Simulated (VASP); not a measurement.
The system is TaC.

```
Ta C
1.0
     0.00000    2.23390    2.23390
     2.23390    0.00000    2.23390
     2.23390    2.23390    0.00000
Ta C
1 1
Direct
  0.00000 0.00000 0.00000
  0.50000 0.50000 0.50000
```

The cell is a database's computed one.

| Property | Result |
| --- | --- |
| Program | VASP 6.6.1 |
| Task | relaxation of cell and atoms |
| Functional | PBEsol |
| Potentials or basis | VASP PAW PBE potentials, release 64 (Ta, C) |
| Cutoff | 580 eV |
| k mesh | 16 × 16 × 16 |
| Occupations | gaussian, width 0.1 eV |
| Spin | no spin polarisation |

At the start: pressure -6.0 GPa; volume 11.15 Å³/atom.

Task: Where does the relaxation end?

Result: Over 4 steps the energy falls by 3.7 meV/atom and the volume is 10.95 Å³/atom (-1.7 %); space group Fm-3m (No. 225, to 0.05 Å).

The path:
```tsv
step	energy change (eV)	largest force (eV/Å)	pressure (GPa)	volume (Å³)
1	0.0000	0.0000	-6.02	22.30
2	0.0413	0.0000	17.27	20.97
3	-0.0074	0.0000	-0.10	21.92
4	-0.0074	0.0000	0.01	21.91
```

Final structure:
```cif
data_structure
_symmetry_space_group_name_H-M 'P 1'
_symmetry_Int_Tables_number 1
_cell_length_a 3.1409
_cell_length_b 3.1409
_cell_length_c 3.1409
_cell_angle_alpha 60.000
_cell_angle_beta 60.000
_cell_angle_gamma 60.000
_cell_volume 21.91
loop_
_atom_site_label
_atom_site_type_symbol
_atom_site_fract_x
_atom_site_fract_y
_atom_site_fract_z
_atom_site_occupancy
Ta1 Ta 0.00000 0.00000 0.00000 1
C1 C 0.50000 0.50000 0.50000 1
```

Caveat: the PAW data sets were made with another functional, which shifts forces and pressure a little.
